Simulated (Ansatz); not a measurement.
## How settings move the G0W0 gap of LiCl (rocksalt)

LiCl built on the rocksalt prototype, relaxed with r2SCAN; one-shot G0W0 in Ansatz without spin-orbit coupling. No spin polarisation and no zero-point or thermal motion.

```cif
data_structure
_symmetry_space_group_name_H-M 'Fm-3m'
_symmetry_Int_Tables_number 225
_cell_length_a 5.1121
_cell_length_b 5.1121
_cell_length_c 5.1121
_cell_angle_alpha 90.000
_cell_angle_beta 90.000
_cell_angle_gamma 90.000
_cell_volume 133.60
loop_
_atom_site_label
_atom_site_type_symbol
_atom_site_symmetry_multiplicity
_atom_site_Wyckoff_symbol
_atom_site_fract_x
_atom_site_fract_y
_atom_site_fract_z
_atom_site_occupancy
Li1 Li 4 a 0.00000 0.00000 0.00000 1
Cl1 Cl 4 b 0.50000 0.00000 0.00000 1
```

Gaps are read over the mesh points alone. G0W0 values are finite-basis, finite-mesh values.
```json
{"start": "PBE", "potentials": "PAW", "frequency model": "contour deformation", "mesh": "6×6×6", "empty bands": "75", "screening cutoff (eV)": "100", "Kohn-Sham gap (eV)": "6.39", "G0W0 gap (eV)": "8.75"}
{"start": "PBE", "potentials": "PAW", "frequency model": "contour deformation", "mesh": "6×6×6", "empty bands": "183", "screening cutoff (eV)": "180", "Kohn-Sham gap (eV)": "6.39", "G0W0 gap (eV)": "8.91"}
{"start": "PBE", "potentials": "PAW", "frequency model": "contour deformation", "mesh": "6×6×6", "empty bands": "355", "screening cutoff (eV)": "260", "Kohn-Sham gap (eV)": "6.39", "G0W0 gap (eV)": "8.98"}
{"start": "HSE06", "potentials": "PAW", "frequency model": "contour deformation", "mesh": "6×6×6", "empty bands": "183", "screening cutoff (eV)": "180", "Kohn-Sham gap (eV)": "7.79", "G0W0 gap (eV)": "9.54"}
{"start": "r2SCAN", "potentials": "PAW", "frequency model": "contour deformation", "mesh": "6×6×6", "empty bands": "183", "screening cutoff (eV)": "180", "Kohn-Sham gap (eV)": "7.29", "G0W0 gap (eV)": "9.37"}
{"start": "PBE0", "potentials": "PAW", "frequency model": "contour deformation", "mesh": "6×6×6", "empty bands": "183", "screening cutoff (eV)": "180", "Kohn-Sham gap (eV)": "8.51", "G0W0 gap (eV)": "9.75"}
{"start": "PBE", "potentials": "PAW", "frequency model": "Godby-Needs pole", "mesh": "6×6×6", "empty bands": "183", "screening cutoff (eV)": "180", "Kohn-Sham gap (eV)": "6.39", "G0W0 gap (eV)": "8.86"}
{"start": "PBE", "potentials": "PAW", "frequency model": "contour deformation", "mesh": "8×8×8", "empty bands": "54", "screening cutoff (eV)": "80", "Kohn-Sham gap (eV)": "6.39", "G0W0 gap (eV)": "8.68"}
{"start": "PBE", "potentials": "norm-conserving", "frequency model": "contour deformation", "mesh": "6×6×6", "empty bands": "183", "screening cutoff (eV)": "180", "Kohn-Sham gap (eV)": "6.39", "G0W0 gap (eV)": "8.92"}
```

The quasiparticle gap on this mesh is 8.98 eV (direct at Γ), against 6.39 eV from PBE: +2.59 eV. Renormalisation factors Z lie between 0.79 and 0.85.

Raising bands and cutoff together moves the gap by +0.16 eV (100 to 180 eV), then +0.07 eV (180 to 260 eV); the last step is still large, so the basis limit isn't reached. Starting from HSE06 (7.79 eV against PBE's 6.39 eV) gives 9.54 eV, +0.63 eV from G0W0@PBE at the same screening cutoff. Starting from r2SCAN (7.29 eV against PBE's 6.39 eV) gives 9.37 eV, +0.46 eV from G0W0@PBE at the same screening cutoff. Starting from PBE0 (8.51 eV against PBE's 6.39 eV) gives 9.75 eV, +0.84 eV from G0W0@PBE at the same screening cutoff. The Godby-Needs plasmon pole differs from contour deformation by -0.05 eV. Norm-conserving potentials (wave cutoff 1034 eV against 420 eV) shift the quasiparticle gap by +0.01 eV and the PBE gap by 0.00 eV. r2SCAN runs take a wave cutoff of 500 eV.
